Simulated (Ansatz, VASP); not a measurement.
# Cross-check of ZnSe (Stilleite) between VASP and Ansatz

One calculation is typed for both programs; each brings its own data sets. How far apart do they land? The cell is taken from a series of runs on this material, whose earlier steps may have relaxed, scaled, displaced or heated it; both programs get it as it stands.

Method: plane waves, with VASP 6.6.1 beside it; r2SCAN, spin-orbit coupling, in Ansatz 0.2.0.

## (1) Set-up

The structure is tetragonal, space group I-4m2 (No. 119). The conventional cell has a = 4.047 Å, b = 4.047 Å, c = 5.600 Å, α = 90.00°, β = 90.00°, γ = 90.00°. Nearest to Zn lie 4 Se at 2.46 Å. Nearest to Se lie 4 Zn at 2.46 Å. Farther neighbours and most contacts between anions are not listed.

Structure file:

```cif
data_structure
_symmetry_space_group_name_H-M 'I-4m2'
_symmetry_Int_Tables_number 119
_cell_length_a 4.0472
_cell_length_b 4.0472
_cell_length_c 5.5996
_cell_angle_alpha 90.000
_cell_angle_beta 90.000
_cell_angle_gamma 90.000
_cell_volume 91.72
loop_
_atom_site_label
_atom_site_type_symbol
_atom_site_symmetry_multiplicity
_atom_site_Wyckoff_symbol
_atom_site_fract_x
_atom_site_fract_y
_atom_site_fract_z
_atom_site_occupancy
Zn1 Zn 2 a 0.00000 0.00000 0.00000 1
Se1 Se 2 d 0.50000 0.00000 0.25000 1
```

## (2) VASP: single point, r2SCAN, spin-orbit coupling, pair 1

With cell and atoms fixed, the geometry can't cause a difference; cores, projectors, grids and the points listed under the comparison can.

Lines of VASP's logs that name or quote its potential files are left out, and so is its time.

Input file INCAR:

```
SYSTEM = ZnSe
PREC = Accurate
ENCUT = 550
EDIFF = 1E-06
NELM = 200
ISMEAR = 0
SIGMA = 0.02
LREAL = .FALSE.
ALGO = Normal
METAGGA = R2SCAN
LASPH = .TRUE.
LNONCOLLINEAR = .TRUE.
MAGMOM = 0 0 0 0 0 0
NBANDS = 30
GGA_COMPAT = .FALSE.
LSORBIT = .TRUE.
LORBIT = 11
LWAVE = .FALSE.
LCHARG = .FALSE.
ISIF = 2
EFERMI = MIDGAP
LMIXTAU = .TRUE.
KPAR = 2
```

Input file POSCAR:

```
ZnSe
1.0
    0.0000000000      2.8617716684      2.7998085302
    2.8617716684      0.0000000000      2.7998085302
    2.8617716684      2.8617716684      0.0000000000
Zn Se
1 1
Direct
    0.0000000000      0.0000000000      0.0000000000
    0.7500000000      0.7500000000      0.7500000000
```

Input file KPOINTS:

```
Automatic mesh
0
Gamma
6 6 6
0 0 0
```

The projector-augmented-wave data sets are Zn and Se (PBE family, release 64).

Launch:

```bash
mpirun -np 2 vasp_ncl
```

Numbers of over 12 decimals in the logs are rounded to 6 here.

Log:

```text
[banner, memory and clock lines left out]
running    2 mpi-ranks, on    1 nodes
 distrk:  each k-point on    1 cores,    2 groups
 distr:  one band on    1 cores,    1 groups

 POSCAR found type information on POSCAR ZnSe
 POSCAR found :  2 types and       2 ions
|                                                                             |
|               ----> ADVICE to this user running VASP <----                  |
|                                                                             |
|     You enforced a specific xc type in the INCAR file but a different       |
|     [... a line on the potential file left out ...]
|     I HOPE YOU KNOW WHAT YOU ARE DOING!                                     |
|                                                                             |

 LDA part: xc-table for (None), standard interpolation
 POSCAR, INCAR and KPOINTS ok, starting setup
 FFT: planning ... GRIDC
 FFT: planning ... GRID_SOFT
 FFT: planning ... GRID
 WAVECAR not read
 entering main loop
       N       E                     dE             d eps       ncg     rms          rms(c)
DAV:   1     0.107424830466E+03    0.10742E+03   -0.86491E+03  2468   0.145E+03
DAV:   2    -0.142537736007E+02   -0.12168E+03   -0.11451E+03  2474   0.335E+02
DAV:   3    -0.274266680073E+02   -0.13173E+02   -0.12999E+02  2888   0.106E+02
DAV:   4    -0.277097370671E+02   -0.28307E+00   -0.28261E+00  2792   0.159E+01
DAV:   5    -0.277110427121E+02   -0.13056E-02   -0.13056E-02  2784   0.103E+00    0.497E+00
DAV:   6    -0.248770239677E+02    0.28340E+01   -0.15377E+00  2988   0.368E+01    0.478E+00
DAV:   7    -0.248107431761E+02    0.66281E-01   -0.52336E-01  2622   0.126E+01    0.211E+00
DAV:   8    -0.248809869202E+02   -0.70244E-01   -0.15554E-01  2484   0.415E+00    0.665E-01
DAV:   9    -0.248330094732E+02    0.47977E-01   -0.14497E-01  2460   0.345E+00    0.284E-01
DAV:  10    -0.249207404874E+02   -0.87731E-01   -0.40880E-02  2520   0.183E+00    0.114E-01
DAV:  11    -0.249240628569E+02   -0.33224E-02   -0.17534E-03  2868   0.458E-01    0.697E-02
DAV:  12    -0.249237945593E+02    0.26830E-03   -0.56233E-04  2652   0.267E-01    0.300E-02
DAV:  13    -0.249242877051E+02   -0.49315E-03   -0.31655E-04  2508   0.198E-01    0.115E-02
DAV:  14    -0.249242817793E+02    0.59258E-05   -0.61764E-06  2938   0.290E-02    0.347E-03
DAV:  15    -0.249242789866E+02    0.27927E-05   -0.62422E-06  2602   0.349E-02    0.242E-03
DAV:  16    -0.249242851356E+02   -0.61490E-05   -0.21866E-06  2586   0.148E-02    0.281E-03
DAV:  17    -0.249242841932E+02    0.94237E-06   -0.52505E-07  1838   0.134E-02
   1 F= -.24924284E+02 E0= -.24924284E+02  d E =0.000000E+00  mag=    -0.0000    -0.0000     0.0000
```

Parts of OUTCAR (step 2):

```text
ion  position               nearest neighbor table
   1  0.000  0.000  0.000-   2 2.46   2 2.46   2 2.46   2 2.46
   2  0.750  0.750  0.750-   1 2.46   1 2.46   1 2.46   1 2.46

  LATTYP: Found a body centered tetragonal cell.
 ALAT       =     4.0471563059
 C/A-ratio  =     1.3835929816

 Subroutine GETGRP returns: Found  8 space group operations
 (whereof  8 operations were pure point group operations)

The static configuration has the point symmetry D_2d.

 Found     41 irreducible k-points:

   k-points           NKPTS =     41   k-points in BZ     NKDIM =     41   number of bands    NBANDS=     30

   dimension x,y,z NGX =    32 NGY =   32 NGZ =   32
   dimension x,y,z NGXF=    64 NGYF=   64 NGZF=   64

   ENCUT  =  550.0 eV  40.42 Ry    6.36 a.u.   7.66  7.66  7.74*2*pi/ulx,y,z

   NELECT =      18.0000    total number of electrons

 k-points in reciprocal lattice and weights: Automatic mesh
   0.00000000  0.00000000  0.00000000       0.005
   0.16666667  0.00000000  0.00000000       0.019
  -0.16666667  0.00000000  0.00000000       0.019
   0.33333333  0.00000000  0.00000000       0.019
  -0.33333333  0.00000000  0.00000000       0.019
   0.50000000  0.00000000  0.00000000       0.019
   0.16666667  0.16666667  0.00000000       0.009
   0.33333333  0.16666667  0.00000000       0.019
  -0.33333333 -0.16666667  0.00000000       0.019
[...]
0.50000000  0.00000000  0.50000000       0.009
  -0.33333333  0.16666667  0.50000000       0.019

 average (electrostatic) potential at core
       1 -42.7104       2 -60.4583

 E-fermi :   2.2276

 k-point     1 :       0.0000    0.0000    0.0000
  band No.  band energies     occupation
    ...
     14       0.9838      1.00000
     15       1.3324      1.00000
     16       1.3324      1.00000
     17       1.3885      1.00000
     18       1.3885      1.00000
     19       3.0667      0.00000
     20       3.0667      0.00000
     21       7.4608      0.00000
     22       7.4608      0.00000
     23       7.5971      0.00000
    ...

 k-point     2 :       0.1667    0.0000    0.0000
  band No.  band energies     occupation
    ...
     14      -0.6169      1.00000
     15       0.8637      1.00000
     16       0.8678      1.00000
     17       1.1028      1.00000
     18       1.1151      1.00000
     19       4.2777      0.00000
     20       4.2788      0.00000
     21       7.5773      0.00000
     22       7.5925      0.00000
     23       7.9149      0.00000
    ...

 k-point     3 :      -0.1667    0.0000    0.0000
  band No.  band energies     occupation
    ...
     14      -0.6169      1.00000
     15       0.8637      1.00000
     16       0.8678      1.00000
     17       1.1028      1.00000
     18       1.1151      1.00000
     19       4.2777      0.00000
     20       4.2788      0.00000
     21       7.5773      0.00000
     22       7.5925      0.00000
     23       7.9149      0.00000
    ...

  Total       -0.2064391     -0.2064391      0.0293342      0.0000000      0.0000000      0.0000000
  in kB       -7.2123061     -7.2123061      1.0248426      0.0000000      0.0000000      0.0000000
  external PRESSURE =      -4.4665899 kB  Pullay stress =       0.0000000 kB

  energy-cutoff  :      550.00
  volume of cell :       45.86
      direct lattice vectors                 reciprocal lattice vectors
     0.000000000  2.861771668  2.799808530    -0.174716944  0.174716944  0.178583640
     2.861771668  0.000000000  2.799808530     0.174716944 -0.174716944  0.178583640
     2.861771668  2.861771668  0.000000000     0.174716944  0.174716944 -0.178583640

 POSITION                                       TOTAL-FORCE (eV/Angst)
 -----------------------------------------------------------------------------------
      0.00000      0.00000      0.00000         0.000000      0.000000     -0.000000
      4.29266      4.29266      4.19971        -0.000000     -0.000000      0.000000
 -----------------------------------------------------------------------------------
    total drift:                                0.000001      0.000001     -0.000001

  FREE ENERGIE OF THE ION-ELECTRON SYSTEM (eV)
  ---------------------------------------------------
  free  energy   TOTEN  =       -24.9242841932 eV

  energy  without entropy=      -24.9242841932  energy(sigma->0) =      -24.92428419

 Spin-Orbit-Coupling matrix elements
 Ion:    1  E_soc:     -0.0081753
 Ion:    2  E_soc:     -0.0346837

 total charge
# of ion       s       p       d       tot
------------------------------------------
    1        0.509   0.437   9.803  10.748
    2        1.430   2.480   0.029   3.939
--------------------------------------------------
tot          1.939   2.917   9.832  14.688

 magnetization (x)
# of ion       s       p       d       tot
------------------------------------------
    1       -0.000  -0.000   0.000  -0.000
    2       -0.000  -0.000   0.000  -0.000
--------------------------------------------------
tot         -0.000  -0.000   0.000  -0.000

 magnetization (y)
# of ion       s       p       d       tot
------------------------------------------
    1        0.000   0.000   0.000   0.000
    2        0.000   0.000   0.000   0.000
--------------------------------------------------
tot          0.000   0.000   0.000   0.000

 magnetization (z)
# of ion       s       p       d       tot
------------------------------------------
    1       -0.000   0.000   0.000  -0.000
    2        0.000   0.000  -0.000   0.000
--------------------------------------------------
tot         -0.000   0.000   0.000  -0.000

[... 3 further parts left out ...]
```

The run ends at a pressure of -0.45 GPa.

## (3) Ansatz: single point, r2SCAN, spin-orbit coupling, pair 1

Ansatz runs on its PAW fully relativistic soft_1 files.

The same cell, functional, mesh and smearing now go to Ansatz, which takes its cutoff from its data sets.

Input file input.yaml:

```yaml
crystal:
  lattice:
    - [0.0, 2.8617716684, 2.7998085302]
    - [2.8617716684, 0.0, 2.7998085302]
    - [2.8617716684, 2.8617716684, 0.0]
  atoms:
    - { symbol: Zn, position: [0.0, 0.0, 0.0] }
    - { symbol: Se, position: [0.75, 0.75, 0.75] }
kpoints:
  mp_grid: { grid: [6, 6, 6] }
hamiltonian:
  xc: r2scan
  pseudopotentials: { kind: paw_fr, azcp: { folder: soft_1 } }
scf:
  occupations: { method: gaussian, width: 0.02 }
output:
  forces: true
  stress: true
  eigenvalues: true
magnetization:
  noncollinear: true
  spin_orbit: true
```

Launch:

```bash
ansatz run input.yaml --threads 4 --pin off --max-ram 9216MiB --backend cpu --events-out ev --progress --plain --runs-dir out
```

Log:

```text
Engine: ansatz 0.2.0, x86_64-unknown-linux-gnu
Pseudopotentials: kind: paw_fr
Pseudopotential: Zn, paw, valence charge 12, recommended cutoff 500 eV (meta_gga), soft_1/Zn.paw.azcp
Pseudopotential: Se, paw, valence charge 16, recommended cutoff 500 eV (meta_gga), soft_1/Se.paw.azcp
Functional definition: r2SCAN
  parameter k0 = 0.174
  parameter k1 = 0.065
  parameter a1 = 4.9479
  exchange = r2scan_x(k0 = k0, k1 = k1, a1 = a1)
  correlation = r2scan_c
non-collinear run that drives no moment, with spin-orbit: no starting moment large enough to seed its density (crystal.atoms[].spin), no starting occupations that ask for one, no magnetisation constraint and no magnetic field, so the semilocal B_xc is pinned to zero
Crystal: 2 atoms, lattice volume = 45.859 Å³
Basis set: ecut = 500 eV, 1195 PW (Γ), exchange–correlation on 120×120×120 points (64 copies of the dense FFT grid, shifted against one another)
Bands: 36, of which v1, the nominal top of the filled ones, is band 28 counted from 1 (27 counted from 0)
Symmetry: 8 space group operations + 8 with time reversal
Magnetic group: BNS 119.316 (UNI 976), of the structure as read, at distance tolerance 3.6e-5 Å
k-points: 30 of 216 (time reversal used)
Projection manifold: j_resolved (fully-relativistic pseudo-atomic orbitals)
Non-local potential: Zn, projectors of the file, resolved by j, l = 0: 2, l = 1: 4, l = 2: 6, l = 3: 2
Non-local potential: Se, projectors of the file, resolved by j, l = 0: 2, l = 1: 4, l = 2: 6, l = 3: 2
PAW form: soft (Blöchl's): semilocal exchange-correlation on the pseudo side does not see the compensation charge
PAW frozen core: Zn, regenerated for the run's functional (the file was generated under x = pbe(κ = 0.804, μ = 0.219515), c = pbe(β = 0.066725))
PAW frozen core: Se, regenerated for the run's functional (the file was generated under x = pbe(κ = 0.804, μ = 0.219515), c = pbe(β = 0.066725))
PAW one-centre angular grid: Zn, 590 points (default); XC on 224 Gauss nodes
PAW one-centre angular grid: Se, 590 points (default); XC on 283 of its mesh's 2701 points in the sphere
Initial density: superposition of atomic densities (chi_scale 0.1, normalization cell, long waves kept (reshape's long-wave potential 0.00 eV rms))
Initial wavefunctions: pseudopotential atomic-orbital guess
Functional: x = r2scan, c = r2scan; τ floored in thin density (d = 2e-4 eV/Å³)
SCF iter   1: F=—  HF=-8800.323226 eV  |F-HF|=—  |Δ(HF+E_count)|=         —  Δρ=7.24e-2  dr2=1.32e0  dr2_τ=1.46e-3  dr2_m=0.00e0 (ungated)  ethr=3.10e-3  |M|=0.00e0 ∫|m|=0.00e0 μB  |m|>n=0.0e0 m-floor=0.0e0 τ_xc=0.0e0  β_m=0.30  ⟨swp⟩=8.9  Hψ=7203  notcnv=0
preconditioner: auto → none  [insulator: Δε(μ)=1.421 eV  Ē_g=13.578 eV  σ=0.020 eV  W_gap=1.00  n_scr=14 (ndim 8)  ℏωp=23.3 eV  f_vac=0.061  D(μ)=0.00/eV (n_scr^D=0)  ε∞_Penn≈3.9]
SCF iter   2: F=—  HF=-8800.011535 eV  |F-HF|=—  |Δ(HF+E_count)|=   3.12e-1  Δρ=2.73e-2  dr2=1.80e-1  dr2_τ=5.06e-4  dr2_m=0.00e0 (ungated)  ethr=3.10e-3  |M|=0.00e0 ∫|m|=0.00e0 μB  |m|>n=0.0e0 m-floor=0.0e0 τ_xc=0.0e0  β_m=0.36  ⟨swp⟩=2.1  Hψ=1940  notcnv=0  defer=106
SCF iter   3: F=—  HF=-8799.995260 eV  |F-HF|=—  |Δ(HF+E_count)|=   1.63e-2  Δρ=1.31e-2  dr2=4.18e-2  dr2_τ=8.90e-5  dr2_m=0.00e0 (ungated)  ethr=6.44e-4  |M|=0.00e0 ∫|m|=0.00e0 μB  |m|>n=0.0e0 m-floor=0.0e0 τ_xc=0.0e0  β_m=0.52  ⟨swp⟩=2.0  Hψ=1432  notcnv=0  defer=106
SCF iter   4: F=—  HF=-8799.991849 eV  |F-HF|=—  |Δ(HF+E_count)|=   3.41e-3  Δρ=1.72e-3  dr2=7.99e-4  dr2_τ=4.93e-6  dr2_m=0.00e0 (ungated)  ethr=1.49e-4  |M|=0.00e0 ∫|m|=0.00e0 μB  |m|>n=0.0e0 m-floor=0.0e0 τ_xc=0.0e0  β_m=0.64  ⟨swp⟩=2.1  Hψ=1620  notcnv=0  defer=106
SCF iter   5: F=—  HF=-8799.992481 eV  |F-HF|=—  |Δ(HF+E_count)|=   6.32e-4  Δρ=5.75e-4  dr2=1.35e-4  dr2_τ=8.36e-7  dr2_m=0.00e0 (ungated)  ethr=2.85e-6  |M|=0.00e0 ∫|m|=0.00e0 μB  |m|>n=0.0e0 m-floor=0.0e0 τ_xc=0.0e0  β_m=0.67  ⟨swp⟩=2.3  Hψ=1738  notcnv=0  defer=106
SCF iter   6: F=—  HF=-8799.992498 eV  |F-HF|=—  |Δ(HF+E_count)|=   1.67e-5  Δρ=9.76e-5  dr2=2.36e-6  dr2_τ=3.31e-8  dr2_m=0.00e0 (ungated)  ethr=4.83e-7  |M|=0.00e0 ∫|m|=0.00e0 μB  |m|>n=0.0e0 m-floor=0.0e0 τ_xc=0.0e0  β_m=0.59  ⟨swp⟩=2.0  Hψ=1814  notcnv=0  defer=106
SCF iter   7: F=—  HF=-8799.992497 eV  |F-HF|=—  |Δ(HF+E_count)|=   1.30e-6  Δρ=1.59e-5  dr2=1.02e-7  dr2_τ=5.28e-10  dr2_m=0.00e0 (ungated)  ethr=8.43e-9  |M|=0.00e0 ∫|m|=0.00e0 μB  |m|>n=0.0e0 m-floor=0.0e0 τ_xc=0.0e0  β_m=0.76  ⟨swp⟩=2.0  Hψ=1814  notcnv=0  defer=106
SCF iter   8: F=-8799.992497 eV  HF=-8799.992497 eV  |F-HF|=6.78e-9  |Δ(HF+E_count)|=   2.42e-9  Δρ=3.81e-6  dr2=2.82e-9  dr2_τ=2.15e-11  dr2_m=0.00e0 (ungated)  ethr=3.57e-10  |M|=0.00e0 ∫|m|=0.00e0 μB  |m|>n=0.0e0 m-floor=0.0e0 τ_xc=0.0e0  ⟨swp⟩=10.0  Hψ=5298  notcnv=0
SCF 1 converged in 8 iterations: F = -8799.992497 eV  dr2 = 2.82e-9
  greatest PAW one-centre occupation: 0.999 electrons in one spin orbital (limit 2), on the Se atom at site 1 (counted from 0), in its partial waves of l = 2
SCF converged after 8 iterations
Magnetization: |M| = 0.0000 μB,  M = (+0.0000, +0.0000, +0.0000) μB
Absolute magnetization: 0.0000 μB (∫|m|)
  site 0: m = (+0.0000, +0.0000, +0.0000) μB, |m| = 0.0000 μB  (R = 1.02 Å)
  site 1: m = (+0.0000, +0.0000, +0.0000) μB, |m| = 0.0000 μB  (R = 1.02 Å)
Free energy (F): -8799.992497 eV
Harris-Foulkes:  -8799.992497 eV  (|F-HF|=6.78e-9)
Internal energy: -8799.992497 eV  (E = F + TS)
E sigma→0 (E₀):  -8799.992497 eV
Fermi energy:    7.115059 eV
--- Per-component energies (eV) ---
  E_band       = -408.842719
  E_kinetic    = 256.873927
  E_local      = -4859.343990  (includes V_loc(G=0)·N_el)
  E_nonlocal   = 473.172486
  E_hartree    = 2249.308735
  E_xc         = -150.449527
  E_vxc        = -148.079229  (∫ρ·V_xc dr)
  E_paw        = -4053.366280  (= ΣΔE_a)
  E_vpaw       = -637.471227  (= ΣTr[D̂ρ^β])
  E_aug_tail   = 0.000066  (compensation charges beyond the density's cutoff)
  E_vtau       = 7.386784  (kinetic-family band-sum trace: ∫τ·v_τ [+ j·A + Jᵃ·Aᵃ] dr)
  E_ewald      = -2714.270574
  E_core_change = -1.917341  (= ΣΔE_core)
  E_smearing   = -0.000000  (= −TS)
  E_closure    = -0.000000  (closes the sum)
  Σ components = -8799.992497   (vs F -8799.992497, Δ=0.00e0)
--- Forces (eV/Å), atoms counted from 1 ---
  atom   1  Zn    -0.00000000     0.00000000     0.00000000
  atom   2  Se     0.00000000    -0.00000000     0.00000000
  max |Σ_I F_I| component: 1.04e-16 eV/Å
--- Stress (GPa, compression-positive) ---
       -0.787527       0.000000      -0.000000
        0.000000      -0.787527       0.000000
        0.000000       0.000000      -0.002641
  P = ⅓ Tr σ = -0.5259 GPa (-5.259 kbar)
--- Band table (eV; the first three rows and the last of 30) ---
  k-point 0: bands = [... 24 lower, 6.2221, 6.2221, 6.2783, 6.2783, 7.9518, 7.9518, 12.3560, 12.3560, ... 4 higher]
  k-point 1: bands = [... 24 lower, 5.7531, 5.7573, 5.9925, 6.0047, 9.1612, 9.1623, 12.4669, 12.4821, ... 4 higher]
  k-point 2: bands = [... 24 lower, 5.3158, 5.3177, 5.5635, 5.5749, 9.2993, 9.2996, 13.0305, 13.0308, ... 4 higher]
  k-point 29: bands = [... 24 lower, 3.7577, 3.7577, 3.9266, 3.9266, 9.4135, 9.4135, 9.8573, 9.8573, ... 4 higher]
```

In the SCF lines HF is the Harris–Foulkes energy and dr2 the Hartree energy of the density residual, in eV; the loop may stop once dr2 is under the threshold and the program's other checks hold. Hψ counts applications of the Hamiltonian.

The run ends at a pressure of -0.53 GPa.

## (4) Side by side

Known differences besides the potentials themselves: spin-orbit coupling enters by fully relativistic files in Ansatz and inside the spheres in VASP; VASP keeps PBE cores, Ansatz makes them for the functional; the data sets hold 28 valence electrons in Ansatz (on its PAW fully relativistic soft_1 files) and 18 in VASP; the cutoff is 500 eV in Ansatz and 550 eV in VASP. Total energies have different zeros and are not compared.

Compared:

```csv
quantity,Ansatz,VASP,difference
pressure (GPa),-0.53,-0.45,-0.08
gap on the k mesh (eV),1.673,1.678,-0.005
```

A gap on the mesh is an upper bound, since the band edges may lie between its points.

(Part 1 of 2 ends here.)

[Lines on the potential files, build, host, timing and source positions are cut from VASP's logs without a mark.]

[Logs are printed without paths, hosts, clocks, repeated set-up lines and the standing remarks that a program may print on its own settings, such as how far it seeks lower states.]

[Hosts, paths, dates, database ids (printed as entryN), source tags and the programs' standing remarks are cut or masked in the printed files.]
